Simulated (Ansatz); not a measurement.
# What strain does to CdS (zincblende)

CdS built on the zincblende prototype, relaxed with r2SCAN in the PAW code Ansatz. It is cubic, F-43m (No. 216); a = 5.878 Å in the conventional setting, 25.39 Å³ an atom. Cd is surrounded by 4 S at 2.55 Å; S is surrounded by 4 Cd at 2.55 Å.

The axes x, y and z are those of this cell:
```
CELL_PARAMETERS angstrom
0.00000 2.93921 2.93921
2.93921 0.00000 2.93921
2.93921 2.93921 0.00000
ATOMIC_POSITIONS crystal
Cd 0.00000 0.00000 0.00000
S 0.25000 0.25000 0.25000
```

Unstrained: The PBE gap is direct at Γ: 1.095 eV. With r2SCAN the gap is 1.543 eV and direct, at Γ. The HSE06 gap is direct at Γ: 2.106 eV. Meshes: PBE 8×8×8, r2SCAN 8×8×8, HSE06 6×6×6. Strains are changes of length per length. After each strain the atoms were relaxed again with r2SCAN within the symmetry that the strain leaves, so tilts or polar shifts that break it weren't tested; points keep the names that they have in the unstrained zone. The values are computed, spin-unpolarised, and not measurements.

Changes of the least gap in eV (an overlap counts as a negative gap):
```json
{"strain": "uniaxial -0.5 % along z", "volume change (%)": "-0.5", "space group": "I-4m2", "PBE": "+0.001", "r2SCAN": "+0.001", "HSE06": "+0.003", "energy rise, r2SCAN (meV/atom)": "0.1"}
{"strain": "uniaxial +3.17 % along x", "volume change (%)": "+3.2", "space group": "I-4m2", "PBE": "-0.102", "r2SCAN": "-0.107", "HSE06": "-0.113", "energy rise, r2SCAN (meV/atom)": "5.8"}
{"strain": "epitaxial -3.75 % in the plane normal to [111], free normal strain +3.43 %", "volume change (%)": "-4.2", "space group": "R3m", "PBE": "-0.088", "r2SCAN": "-0.091", "HSE06": "-0.088", "energy rise, r2SCAN (meV/atom)": "22.2"}
```

Uniaxial -0.5 % along z, other directions held. HSE06: the gap goes from 2.106 to 2.109 eV (+0.003 eV); with r2SCAN the top three valence levels at Γ, degenerate before, become 1+2 from the top over 15 meV. Stress change with r2SCAN, compression positive: xx +0.28, yy +0.28, zz +0.37 GPa.

Uniaxial +3.17 % along x, other directions held. HSE06: the gap goes from 2.106 to 1.993 eV (-0.113 eV); with r2SCAN the top three valence levels at Γ, degenerate before, become 2+1 from the top over 97 meV. Stress change with r2SCAN, compression positive: xx -2.24, yy -1.56, zz -1.56 GPa.

Epitaxial -3.75 % in the plane normal to [111], free normal strain +3.43 %. HSE06: the gap goes from 2.106 to 2.018 eV (-0.088 eV); with r2SCAN the top three valence levels at Γ, degenerate before, become 2+1 from the top over 353 meV. Stress change with r2SCAN, compression positive: xx +2.55, yy +2.55, zz +2.55, xy -1.26, xz -1.26, yz -1.26 GPa.

Spin-orbit coupling is left out.

The meshes of the hybrids are coarse, so their gaps aren't converged to the digits shown.

The splittings at Γ are without spin-orbit coupling, which regroups them where it is of like size or larger.
